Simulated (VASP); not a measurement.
# NbP (I4_1md) in VASP: further runs

Runs on NbP. Level: PBEsol. Tasks: relaxation of cell and atoms.

Program: VASP 6.6.1. These are calculated values, not measurements. Logs are shortened: lines on timing, memory, paths and dates and some standing lists are left out, and cuts for length are marked.

## 1. The crystal as given

The structure is tetragonal, space group I4_1md (No. 109). Conventional cell: a = 3.350 Å, b = 3.350 Å, c = 11.480 Å, α = 90.00°, β = 90.00°, γ = 90.00°. Nb (site symmetry 2mm) is surrounded by 6 P at 2.55 Å. P (site symmetry 2mm) has 6 Nb at 2.55 Å as nearest neighbours.

The cell is a database's computed one.

## 2. Relaxation of cell and atoms, PBEsol

INCAR reads:

```
SYSTEM = NbP
ALGO = Normal
EDIFF = 1E-7
EDIFFG = -0.002
ENCUT = 520
GGA = PS
IBRION = 2
ISIF = 3
ISMEAR = 0
LASPH = .True.
LCHARG = .False.
LREAL = .False.
LWAVE = .False.
NELM = 80
NSW = 80
PREC = Accurate
SIGMA = 0.1
```

KPOINTS reads:

```
k-points
0
Gamma
  18 18 18
  0 0 0
```

POSCAR reads:

```
NbP
1.0
   -1.6749232500      1.6749232500      5.7401081800
    1.6749232500     -1.6749232500      5.7401081800
    1.6749232500      1.6749232500     -5.7401081800
Nb P
2 2
Direct
    0.7498808000      0.7498808000      0.0000000000
    0.4998808000      0.9998808000      0.5000000000
    0.3327477700      0.3327477700      0.0000000000
    0.0827477800      0.5827477800      0.5000000000
```

Potentials or basis: VASP PAW PBE potentials, release 64 (Nb_sv, P).

The run is started by

```console
$ cat potpaw_PBE.64/Nb_sv/POTCAR potpaw_PBE.64/P/POTCAR > POTCAR
$ mpirun -np 1 vasp_std > vasp.out
```

OUTCAR:

```text
SYSTEM = NbP
   EDIFF = 1E-7
   EDIFFG = -0.002
   ENCUT = 520
   GGA = PS
   IBRION = 2
   ISIF = 3
   ISMEAR = 0
   LASPH = .True.
   LREAL = .False.
   NELM = 80
   NSW = 80
   PREC = Accurate

 ion  position               nearest neighbor table
   1  0.750  0.750  0.000-   4 2.55   4 2.55   3 2.55   3 2.55   3 2.55   3 2.55
   2  0.500  1.000  0.500-   3 2.55   3 2.55   4 2.55   4 2.55   4 2.55   4 2.55
   3  0.333  0.333  0.000-   2 2.55   2 2.55   1 2.55   1 2.55   1 2.55   1 2.55
   4  0.083  0.583  0.500-   1 2.55   1 2.55   2 2.55   2 2.55   2 2.55   2 2.55

  LATTYP: Found a body centered tetragonal cell.
 ALAT       =     3.3498465000
 C/A-ratio  =     3.4270872889

  Lattice vectors:

 A1 = (  -1.6749232500,   1.6749232500,   5.7401081800)
 A2 = (   1.6749232500,  -1.6749232500,   5.7401081800)
 A3 = (   1.6749232500,   1.6749232500,  -5.7401081800)

Analysis of symmetry for initial positions (statically):
=====================================================================
 Subroutine PRICEL returns:
 Original cell was already a primitive cell.

 Routine SETGRP: Setting up the symmetry group for a
 body centered tetragonal supercell.

 Subroutine GETGRP returns: Found  8 space group operations
 (whereof  4 operations were pure point group operations)
 out of a pool of 16 trial point group operations.

The static configuration has the point symmetry C_2v.
 The point group associated with its full space group is C_4v.

Analysis of symmetry for dynamics (positions and initial velocities):
=====================================================================
 Subroutine PRICEL returns:
 Original cell was already a primitive cell.

 Routine SETGRP: Setting up the symmetry group for a
 body centered tetragonal supercell.

 Subroutine GETGRP returns: Found  8 space group operations
 (whereof  4 operations were pure point group operations)
 out of a pool of 16 trial point group operations.

The dynamic configuration has the point symmetry C_2v.
 The point group associated with its full space group is C_4v.

 Subroutine INISYM returns: Found  8 space group operations
 (whereof  4 operations are pure point group operations),
 and found     1 'primitive' translations

----------------------------------------------------------------------------------------

                                     Primitive cell

  volume of cell :      64.4125

  direct lattice vectors                    reciprocal lattice vectors
[... 102 lines left out ...]
   NELECT =      36.0000    total number of electrons
   NUPDOWN=      -1.0000    fix difference up-down
   EMIN   =  10.00;   EMAX   =-10.00  energy-range for DOS
   EFERMI =   0.00;   METHOD = LEGACY
   ISMEAR =     0;   SIGMA  =   0.10  broadening in eV -4-tet -1-fermi 0-gaus
   EFERMI_NEDOS =   21; number of points for ismear=-14 and -15
   IALGO  =     38    algorithm
   IMIX   =      4    mixing-type and parameters
     AMIX     =   0.40;   BMIX     =  1.00
     AMIX_MAG =   1.60;   BMIX_MAG =  1.00
  volume/ion in A,a.u.               =      16.10       108.67
  Fermi-wavevector in a.u.,A,eV,Ry     =   1.348504  2.548304 24.741706  1.818464
  Thomas-Fermi vector in A             =   2.476168
   LORBIT       =      0    0 simple, 1 ext, 2 COOP (PROOUT), +10 PAW based schemes
   GGA     = PS    functional components
   LHFCALC =     F    Hartree Fock is set to
   AEXX    =    0.0000 exact exchange contribution
   IVDW    =     0    specifies the selected vdW correction
   LEPSILON=     F    determine dielectric tensor
   LRPA    =     F    only Hartree local field effects (RPA)
 conjugate gradient relaxation of ions
 non-spin polarized calculation
 Gauss-broadening in eV      SIGMA  =   0.10
  energy-cutoff  :      520.00
  volume of cell :       64.41
 maximum number of plane-waves:      1756
 NGX is ok and might be reduce to    48
   NGX = 23   NGY = 23   NGZ = 23

--------------------------------------- Ionic step        1  -------------------------------------------

 number of electron      35.9999999 magnetization

 Free energy of the ion-electron system (eV)
  ---------------------------------------------------
  ext. energy  EPLUGINS =         0.00000000
  ---------------------------------------------------
  free energy    TOTEN  =       -37.79419134 eV

  energy without entropy =      -37.79223091  energy(sigma->0) =      -37.79321112

------------------------ aborting loop because EDIFF is reached ----------------------------------------

  FORCE on cell =-STRESS in cart. coord.  units (eV):
  Direction    XX          YY          ZZ          XY          YZ          ZX
  --------------------------------------------------------------------------------------
  -------------------------------------------------------------------------------------
  Total       -2.6259797     -2.6259797     -2.7259648      0.0000000      0.0000000      0.0000000
  in kB      -65.3178766    -65.3178766    -67.8048770      0.0000000      0.0000000      0.0000000
  external PRESSURE =     -66.1468768 kB  Pullay stress =       0.0000000 kB
[... 253 lines left out ...]
--------------------------------------- Ionic step        8  -------------------------------------------

 number of electron      36.0000001 magnetization

 Free energy of the ion-electron system (eV)
  ---------------------------------------------------
  ext. energy  EPLUGINS =         0.00000000
  ---------------------------------------------------
  free energy    TOTEN  =       -37.84250305 eV

  energy without entropy =      -37.84040759  energy(sigma->0) =      -37.84145532

 E-fermi :  10.9334     XC(G=0): -12.2737

 val. band max:       10.9294817153   @ k =  -0.0556   0.5000   0.0556
 cond. band min:      10.9450549148   @ k =  -0.2222   0.2778   0.2222
 fundamental gap:      0.0155731995
 Fermi energy:        10.9333509720

 k-point     1 :       0.0000    0.0000    0.0000
  band No.  band energies     occupation
      1     -43.8020      2.00000
      2     -43.7559      2.00000
      3     -20.1481      2.00000
      4     -19.9085      2.00000
      5     -19.9085      2.00000
      6     -19.7526      2.00000
[... 589 lines left out ...]
     21      12.8361      0.00000
     22      13.8060      0.00000

 [... further k-points ...]

------------------------ aborting loop because EDIFF is reached ----------------------------------------

  FORCE on cell =-STRESS in cart. coord.  units (eV):
  Direction    XX          YY          ZZ          XY          YZ          ZX
  --------------------------------------------------------------------------------------
  -------------------------------------------------------------------------------------
  Total       -0.0051681     -0.0051681     -0.0027688      0.0000000      0.0000000      0.0000000
  in kB       -0.1332021     -0.1332021     -0.0713633      0.0000000      0.0000000      0.0000000
  external PRESSURE =      -0.1125892 kB  Pullay stress =       0.0000000 kB
[... 19 lines left out ...]
  FREE ENERGIE OF THE ION-ELECTRON SYSTEM (eV)
  ---------------------------------------------------
  free  energy   TOTEN  =       -37.8425030463 eV

  energy  without entropy=      -37.8404075855  energy(sigma->0) =      -37.84145532

 reached required accuracy - stopping structural energy minimisation
```

OSZICAR:

```text
N       E                     dE             d eps       ncg     rms          rms(c)
DAV:   1     0.361120166459E+03    0.36112E+03   -0.19520E+04 21152   0.163E+03
DAV:   2    -0.737683714058E+01   -0.36850E+03   -0.36217E+03 25672   0.597E+02
DAV:   3    -0.382728485243E+02   -0.30896E+02   -0.30477E+02 38202   0.124E+02
[... 77 lines left out ...]
       N       E                     dE             d eps       ncg     rms          rms(c)
DAV:   1    -0.378424980654E+02    0.14569E-05   -0.78096E-04 24258   0.281E-01    0.666E-03
DAV:   2    -0.378425030850E+02   -0.50196E-05   -0.54897E-05 29500   0.691E-02    0.331E-03
DAV:   3    -0.378425031199E+02   -0.34900E-07   -0.13377E-06 32004   0.104E-02    0.241E-03
DAV:   4    -0.378425030463E+02    0.73568E-07   -0.14092E-07 18172   0.529E-03
   8 F= -.37842503E+02 E0= -.37841455E+02  d E =-.129743E-03
```

Run time: 78 min. Hardware: 1 thread of Intel Xeon 6975P-C (Granite Rapids), shared host; peak memory 0.82 GiB.

What came out:

```
Free energy                            : -37.8425 eV
Relaxed volume                         : 15.54 Å³/atom
Relaxed cell                           : a = 6.111 Å, b = 6.111 Å, c = 6.111 Å, α = 148.48°, β = 148.48°, γ = 45.18°
Space group after relaxing (to 0.05 Å) : I4_1md (No. 109)
Energy gained by relaxing              : 12.1 meV/atom
Ionic steps                            : 8
Pressure after relaxing                : 0.0 GPa
Band gap on the k mesh                 : none (metal or under the smearing width)
```

Step by step:
| step | energy change (eV) | largest force (eV/Å) | pressure (GPa) | volume (Å³) |
| --- | --- | --- | --- | --- |
| 1 | 0.0000 | 0.0152 | -6.61 | 64.41 |
| 2 | 0.1185 | 0.0473 | 14.77 | 58.41 |
| 3 | -0.0469 | 0.0250 | -0.13 | 62.25 |
| 4 | -0.0469 | 0.0252 | 0.01 | 62.21 |
| 5 | -0.0481 | 0.0351 | 0.01 | 62.18 |
| 6 | -0.0482 | 0.0395 | 0.01 | 62.16 |
| 7 | -0.0483 | 0.0066 | -0.01 | 62.16 |
| 8 | -0.0483 | 0.0001 | -0.01 | 62.16 |

Final structure:
```
Nb P
1.0
    -1.65969    1.65969    5.64181
     1.65969   -1.65969    5.64181
     1.65969    1.65969   -5.64181
Nb P
2 2
Cartesian
  0.0000 0.0000 8.4648
  0.0000 1.6597 0.0021
  0.0000 0.0000 3.7511
  1.6597 0.0000 0.9302
```

Levels at points of the mesh, in eV from the Fermi level:
```tsv
k point	band 16	band 17	band 18	band 19	band 20	band 21
(0.00, 0.00, 0.00)	-1.76	-1.37	-1.37	0.82	1.66	2.80
(0.50, 0.00, 0.00)	-1.87	-1.57	-0.06	0.05	1.36	2.58
(0.50, 0.50, 0.00)	-2.85	-0.45	-0.45	3.10	3.10	3.22
(0.50, 0.50, 0.50)	-2.78	-0.49	-0.49	1.21	1.21	2.44
```

Caveat: the PAW data sets were made with another functional, which shifts forces and pressure a little.

## 3. Relaxation of cell and atoms, PBEsol

This run uses another cell than the first one, of 15.54 Å³/atom, 0.965 times its volume.

INCAR is that of step 2.

KPOINTS is that of step 2.

POSCAR reads:

```
NbP                                     
1.0
   -1.6596938395      1.6596938395      5.6418067342
    1.6596938395     -1.6596938395      5.6418067342
    1.6596938395      1.6596938395     -5.6418067342
  Nb              P             
     2     2
Direct
     0.7501876032849004    0.7501876032849004    0.0000000000000000
     0.5001876032849004    0.0001876032849003    0.5000000000000000
     0.3324409667150968    0.3324409667150968    0.0000000000000000
     0.0824409767150976    0.5824409767150975    0.5000000000000000
```

Potentials or basis: VASP PAW PBE potentials, release 64 (Nb_sv, P).

The run is started by

```console
$ cat potpaw_PBE.64/Nb_sv/POTCAR potpaw_PBE.64/P/POTCAR > POTCAR
$ mpirun -np 1 vasp_std > vasp.out
```

It took 33 min on 1 thread of Intel Xeon 6975P-C (Granite Rapids), shared host; peak memory 0.76 GiB.

The run converged. Its results:

```
Free energy                            : -37.8413 eV
Relaxed volume                         : 15.54 Å³/atom
Relaxed cell                           : a = 6.110 Å, b = 6.110 Å, c = 6.110 Å, α = 148.48°, β = 148.48°, γ = 45.18°
Space group after relaxing (to 0.05 Å) : I4_1md (No. 109)
Energy gained by relaxing              : 0.0 meV/atom
Ionic steps                            : 3
Pressure after relaxing                : 0.0 GPa
Band gap on the k mesh                 : none (metal or under the smearing width)
```

Final structure:
```
Nb P
1.0
    -1.65963    1.65963    5.64159
     1.65963   -1.65963    5.64159
     1.65963    1.65963   -5.64159
Nb P
2 2
Cartesian
  0.0000 0.0000 8.4645
  0.0000 1.6596 0.0021
  0.0000 0.0000 3.7510
  1.6596 0.0000 0.9302
```

Levels at points of the mesh, in eV from the Fermi level:
```
           k point  band 14  band 15  band 16  band 17  band 18  band 19  band 20  band 21  band 22
(0.00, 0.00, 0.00)    -2.28    -2.24    -1.76    -1.37    -1.37     0.82     1.66     2.80     3.27
(0.50, 0.00, 0.00)    -3.33    -2.39    -1.87    -1.57    -0.06     0.05     1.36     2.58     2.75
(0.50, 0.50, 0.00)    -4.73    -2.85    -2.85    -0.45    -0.45     3.10     3.10     3.22     3.22
(0.50, 0.50, 0.50)    -2.82    -2.78    -2.78    -0.49    -0.49     1.21     1.21     2.44     2.44
```

Caveat: the PAW data sets were made with another functional, which shifts forces and pressure a little.
